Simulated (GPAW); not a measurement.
A run of GPAW 26.7.0 is set up as follows.

run.py

```python
from ase import Atoms
from ase.filters import FrechetCellFilter
from ase.io import write
from ase.optimize import BFGS
from ase.units import GPa
from gpaw import GPAW, PW, setup_paths

setup_paths.insert(0, '.')

atoms = Atoms(['Si', 'C'],
              cell=[[0.0, 2.179, 2.179],
                    [2.179, 0.0, 2.179],
                    [2.179, 2.179, 0.0]],
              scaled_positions=[[0.0, 0.0, 0.0],
                                [0.75, 0.75, 0.75]],
              pbc=True)

calc = GPAW(mode=PW(800),
            xc='PBEsol',
            kpts={'size': (10, 10, 10), 'gamma': True},
            occupations={'name': 'fermi-dirac', 'width': 0.05},
            nbands=11,
            convergence={'density': 1e-05, 'forces': 0.0001},
            maxiter=150,
            txt='gpaw.txt')
atoms.calc = calc
opt = BFGS(FrechetCellFilter(atoms, scalar_pressure=30 * GPa), trajectory='relax.traj', logfile='-')
done = opt.run(fmax=0.02, steps=60)
calc.write('gs.gpw')
write('result.traj', atoms)
print('Converged:', done)
print('Cell:', atoms.cell.cellpar().round(4))
print('Volume:', round(atoms.get_volume(), 4))
print(atoms.get_scaled_positions().round(5))
```

Potentials or basis: PAW data sets generated in the run's folder for this functional, pw.

The run is started by

```console
$ gpaw-setup -f PBEsol C Si
$ OMP_NUM_THREADS=1 python run.py
```

Task: Predict the relaxed volume.

Result: 9.32 Å³/atom.

Task: Estimate the relaxed cell.

Result: a = 2.976 Å, b = 2.976 Å, c = 2.976 Å, α = 60.00°, β = 60.00°, γ = 60.00°.

Task: Estimate the space group after relaxing (to 0.05 Å).

Result: F-43m (No. 216).

The path:
| step | energy change (eV) | largest force (eV/Å) | pressure (GPa) | volume (Å³) |
| --- | --- | --- | --- | --- |
| 1 | 0.0000 | 0.0000 | 0.99 | 20.69 |
| 2 | 0.0304 | 0.0000 | 10.80 | 19.88 |
| 3 | 0.2067 | 0.0000 | 31.79 | 18.53 |
| 4 | 0.1865 | 0.0000 | 29.91 | 18.64 |

Caveat: later steps reuse the first step's grids.
